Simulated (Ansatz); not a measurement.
Wanted: the native input for an Ansatz 0.2.0 run.

```yaml
Task: single point
Functional: revPBE
Dispersion: D3(BJ)
Potentials_or_basis: SPMS NC
Cutoff: "1034 eV (not typed: the program's choice for these potentials)"
k_mesh: 10 × 10 × 10
Occupations: cold, width 0.01 eV
Spin: no spin polarisation
Hubbard_terms: Hf d U = 4 eV
Hubbard_projectors: ortho-atomic (the default)
Double_counting: fll (the default)
```

Crystal: HfN.

```
Hf N
1.0
     0.00000    2.25600    2.25600
     2.25600    0.00000    2.25600
     2.25600    2.25600    0.00000
Hf N
1 1
Direct
  0.00000 0.00000 0.00000
  0.50000 0.50000 0.50000
```

One way to write it, as run:

input.yaml

```yaml
crystal:
  lattice:
    - [0.0, 2.256, 2.256]
    - [2.256, 0.0, 2.256]
    - [2.256, 2.256, 0.0]
  atoms:
    - { symbol: Hf, position: [0.0, 0.0, 0.0] }
    - { symbol: "N", position: [0.5, 0.5, 0.5] }
hamiltonian:
  xc: revpbe
  pseudopotentials: { kind: nc, source: spms }
  dispersion: d3bj
  hubbard: { sites: [{ species: Hf, l: d, u_eff: 4.0 }] }
kpoints:
  mp_grid: { grid: [10, 10, 10] }
scf:
  occupations: { method: cold, width: 0.01 }
output:
  forces: true
  stress: true
  eigenvalues: true
```

Potentials or basis: SPMS NC.

The run is started by

```console
$ ansatz run input.yaml --threads 1 --pin off --max-ram 2560MiB --backend cpu --events-out ev --progress --plain --runs-dir out
```

Results of the run:

```
Pressure               : 4.0 GPa
Band gap on the k mesh : none (metal or under the smearing width)
```

Caveat: the potentials were made for another functional, which shifts forces and pressure; U without spin polarisation on a metal has little footing; pairwise dispersion overbinds metals, which lowers pressure and volume.

It took 2.5 s on 1 thread of Arm Neoverse V2 (shared host), peak memory 0.35 GiB.
